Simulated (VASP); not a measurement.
# SrO in VASP 6.6.1, single-point calculation

INCAR

```
ENCUT = 520
EDIFF = 1E-7
PREC = Accurate
LCHARG = .FALSE.
NBANDS = 15
NSW = 0
GGA = PE
LWAVE = .FALSE.
ISIF = 2
IBRION = -1
LASPH = .TRUE.
SIGMA = 0.02
NELM = 120
ISMEAR = -1
LREAL = Auto
```

KPOINTS

```
KPOINTS created by Atomic Simulation Environment
0
Gamma
8 8 8
0 0 0
```

POSCAR

```
Sr O
 1.0000000000000000
    -0.0578253663000000    2.5736648061000000    2.5736648061000000
     2.5736648061000000   -0.0578253663000000    2.5736648061000000
     2.5736648061000000    2.5736648061000000   -0.0578253663000000
 Sr  O
   1   1
Cartesian
  0.0000000000000000  0.0000000000000000  0.0000000000000000
  2.5447521229500003  2.5447521229500003  2.5447521229499994
```

The recommended PBE PAW datasets give the neutral cell 16 valence electrons.

Command

```
mpirun -np 1 vasp_std
```

Task: How does this run end, and what does it give?

Result: It converged. Results: gap between bands v and c on the k mesh 3.23 eV; least direct gap on the k mesh 3.36 eV; pressure 0.0 GPa. Band v is the last that the valence electrons fill when counted band by band, and c is the next.

OSZICAR

```
N       E                     dE             d eps       ncg     rms          rms(c)
DAV:   1     0.676907868322E+02    0.67691E+02   -0.83632E+03  1950   0.104E+03
DAV:   2    -0.110026791099E+02   -0.78693E+02   -0.72164E+02  2685   0.216E+02
DAV:   3    -0.141896292319E+02   -0.31870E+01   -0.31696E+01  2610   0.394E+01
DAV:   4    -0.142448116622E+02   -0.55182E-01   -0.55177E-01  2405   0.495E+00
DAV:   5    -0.142459780315E+02   -0.11664E-02   -0.11664E-02  2551   0.537E-01    0.154E+01
DAV:   6    -0.122087389171E+02    0.20372E+01   -0.68188E+00  1992   0.192E+01    0.181E+01
DAV:   7    -0.120562392191E+02    0.15250E+00   -0.32400E-01  2272   0.497E+00    0.105E+01
DAV:   8    -0.120452913063E+02    0.10948E-01   -0.12274E-01  2524   0.353E+00    0.372E-01
DAV:   9    -0.120464075484E+02   -0.11162E-02   -0.62714E-03  2415   0.506E-01    0.235E-01
DAV:  10    -0.120468537129E+02   -0.44616E-03   -0.43854E-04  2146   0.200E-01    0.912E-02
DAV:  11    -0.120470145271E+02   -0.16081E-03   -0.16848E-04  2132   0.958E-02    0.278E-02
DAV:  12    -0.120470338494E+02   -0.19322E-04   -0.27924E-05  2097   0.384E-02    0.216E-02
DAV:  13    -0.120470336868E+02    0.16264E-06   -0.16011E-06  2300   0.112E-02    0.339E-03
DAV:  14    -0.120470335768E+02    0.11000E-06   -0.17398E-07  2558   0.317E-03    0.209E-03
DAV:  15    -0.120470335588E+02    0.18049E-07   -0.86702E-09  1122   0.966E-04
   1 F= -.12047034E+02 E0= -.12047034E+02  d E =-.486737E-12
```

For comparison, a separate PBE run of the intended cell, on usual settings and not on those above, gives a gap of 3.23 eV on its mesh and a pressure of 0.0 GPa.
